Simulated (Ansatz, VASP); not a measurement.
# Sb: VASP beside Ansatz

```xyz
1
Lattice="0.0000 2.3428 2.3428 2.3428 0.0000 2.3428 2.3428 2.3428 0.0000" Properties=species:S:1:pos:R:3 pbc="T T T"
Sb    0.0000    0.0000    0.0000
```

Change from the starting cell: volume scaled by 1.05.

Alike in both runs: task single point; functional PBEsol; k mesh 12 × 12 × 12; occupations fermi-dirac, width 0.05 eV; no spin polarisation.

|  | VASP | Ansatz |
| --- | --- | --- |
| version | VASP 6.6.1 | Ansatz 0.2.0 |
| potentials or method | VASP PAW PBE potentials, release 64 (Sb), cutoff 520 eV | all-electron LAPW, scalar-relativistic |

|  | VASP | Ansatz | Ansatz less VASP |
| --- | --- | --- | --- |
| pressure (GPa) | 1.4 | 1.4 | +0.02 |

Ansatz ran all-electron here, so the differences hold the error of VASP's frozen core and of both bases.

Caveats: the PAW data sets were made with another functional, which shifts forces and pressure a little (VASP). The runs have no spin-orbit coupling, so splittings on Sb are missing.
